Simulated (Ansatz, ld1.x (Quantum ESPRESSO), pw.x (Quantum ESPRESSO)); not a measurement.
# From atom to crystal: ultrasoft potential for Si (Z = 14)

ld1.x (Quantum ESPRESSO) 7.5 input, shortened:

```
&input
   title='Si', zed=14., rel=1, dft='PBESOL', iswitch=3,
   config='[Ne] 3s2 3p2 3d-2'
 /
 &inputp
   pseudotype=3, tm=.true., lloc=-1, rcloc=1.55,
   nlcc=.false.,
   which_augfun='PSQ', rmatch_augfun_nc=.true.
 /
6
3S  1  0   2.00   0.00  1.50  1.75  0.0
3S  1  0   0.00   2.75  1.50  1.75  0.0
3P  2  1   2.00   0.00  1.15  1.55  0.0
3P  2  1   0.00   0.30  1.15  1.55  0.0
3D  3  2  -2.00   0.35  1.55  2.00  0.0
3D  3  2  -2.00   2.55  1.55  2.00  0.0
 &test
   configts(1)='3s2 3p2'
 /
```

Crystal test: bcc Si in pw.x 7.5, no spin, 15³ k-points, Fermi–Dirac smearing 0.01 Ry, cutoffs 40/400 Ry. The reference is all-electron LAPW (Ansatz 0.2.0) with the same functional, mesh and smearing; V0 and B0 come from Birch–Murnaghan fits to the pressures at five volumes. Errors are pseudo minus all-electron; Δ is the rms difference of the E(V) curves that follow from these fits, minima aligned, over ±6 % about the mean V0. Mesh and smearing are coarse, so the numbers serve the comparison and aren't converged zero-temperature values; the lattice is a test structure that the element need not adopt.

All-electron: a0 = 3.056 Å (V0 = 14.27 Å³/atom), B0 = 101.5 GPa.

Problem. How far does the potential miss the all-electron equation of state?

Solution. mean pressure error (GPa): +0.30; a0 (Å): 3.059; a0 error (%): +0.10; B0 error (%): +0.3; Δ (meV/atom): 0.9.

```
V (Å³/atom)  P all-electron (GPa)  P pseudo (GPa)
     13.541                  5.98            6.33
     13.898                  2.87            3.22
     14.254                  0.14            0.47
     14.610                 -2.26           -2.03
     14.967                 -4.35           -4.12
```

Problem. At the middle volume, how do free energy and pressure move when the wave cutoff is lowered (ecutrho held at 400 Ry)?

Solution.

```tsv
cutoff (Ry)	shift of F (meV/atom)	shift of P (GPa)
18	+23.3	-0.55
24	+4.0	-0.07
32	+1.8	+0.07
```

The run at the middle volume (120 k-points, 7 iterations) took about 9 s on one core of a shared host (Intel(R) Xeon(R) Platinum 8488C, 192 threads, 744 GiB, load 208).
